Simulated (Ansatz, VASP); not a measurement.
One calculation of BN, two programs

```
B N
1.0
     0.00000    1.60091    1.60091
     1.60091    0.00000    1.60091
     1.60091    1.60091    0.00000
B N
1 1
Direct
  0.00000 0.00000 0.00000
  0.25000 0.25000 0.25000
```

Alike in both runs: functional PBE; k mesh 17 × 17 × 17; occupations fermi-dirac, width 0.05 eV; no spin polarisation.

Ansatz relaxed the structure, and its values are those at the end. VASP's run is a single point on that final structure, the one shown.

|  | VASP | Ansatz |
| --- | --- | --- |
| version | VASP 6.6.1 | Ansatz 0.2.0 |
| potentials or method | VASP PAW PBE potentials, release 64 (B, N) | PAW with Ansatz's default frozen-core files, scalar-relativistic |
| plane-wave cutoff (eV) | 520 | 420 |
| valence electrons in the cell | 8 | 8 |

|  | VASP | Ansatz | Ansatz less VASP |
| --- | --- | --- | --- |
| gap on the k mesh at the Fermi level (eV) | 4.83 | 4.86 | +0.035 |

With one functional, cell and mesh, what is left measures potentials, basis and numerics.

Caveats: an odd mesh through Γ misses points on the zone boundary, where band edges often lie. PBE gaps usually lie below the measured ones, often by a third to a half.
